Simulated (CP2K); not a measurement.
AlN:

```
Al N
1.0
     3.11300    0.00000    0.00000
    -1.55650    2.69594    0.00000
     0.00000    0.00000    4.98100
Al N
2 2
Direct
  0.66667 0.33333 0.50000
  0.33333 0.66667 0.00000
  0.66667 0.33333 0.88000
  0.33333 0.66667 0.38000
```

Program: CP2K 2026.2. Alike in all runs: task band structure; no spin polarisation; cell as given; k mesh 10 × 10 × 6; smearing fermi-dirac 0.05 eV.

**Question.** Order these runs on this cell by their pressure, lowest first.
A. level r2SCAN; potentials or basis POTENTIAL_UZH Al GTH-SCAN-q3, N GTH-SCAN-q5; TZVP-MOLOPT-SCAN-GTH basis; EPS_DEFAULT 1.0E-9; NGRIDS 4; bands added on the path 2; CUTOFF of the grids 675 Ry; MPI ranks 4
B. level LDA; potentials or basis GTH_POTENTIALS Al GTH-PADE-q3, N GTH-PADE-q5; TZVP-MOLOPT-PBE-GTH basis; EPS_DEFAULT 1.0E-9; NGRIDS 4; bands added on the path 6; CUTOFF of the grids 450 Ry; MPI ranks 4
C. level PBE; potentials or basis POTENTIAL_UZH Al GTH-PBE-q3, N GTH-PBE-q5; TZVP-MOLOPT-PBE-GTH basis; EPS_DEFAULT 1.0E-10; NGRIDS 5; bands added on the path 6; CUTOFF of the grids 450 Ry

**Answer.** B (-5.8 GPa), A (-3.4 GPa), C (2.7 GPa).

Caveats: the basis of atomic orbitals isn't converged, which shifts pressures, moduli and gaps.

Not every run made on this cell is shown here.
